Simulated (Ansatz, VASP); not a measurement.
# Be in VASP and in Ansatz

```
Be
1.0
     2.26567    0.00000    0.00000
    -1.13284    1.96213    0.00000
     0.00000    0.00000    3.55870
Be
2
Direct
  0.33333 0.66667 0.25000
  0.66667 0.33333 0.75000
```

Alike in both runs: task single point; functional PBE; k mesh 16 × 16 × 9; occupations fermi-dirac, width 0.3 eV; no spin polarisation.

```csv
,VASP,Ansatz
version,VASP 6.6.1,Ansatz 0.2.0
potentials or method,"VASP PAW PBE potentials, release 64 (Be)","plane waves (420 eV) with PAW, scalar-relativistic"
plane-wave cutoff (eV),520,420
valence electrons in the cell,4,4
```

Ansatz gave:

- pressure (GPa): 0.2
- largest component of the traceless stress (GPa): 0.30

**Question.** Estimate VASP's values.

**Answer.** Pressure (GPa): 0.3; largest component of the traceless stress (GPa): 0.33.

The functional is the same, so the differences come from potentials, cutoffs and numerics.
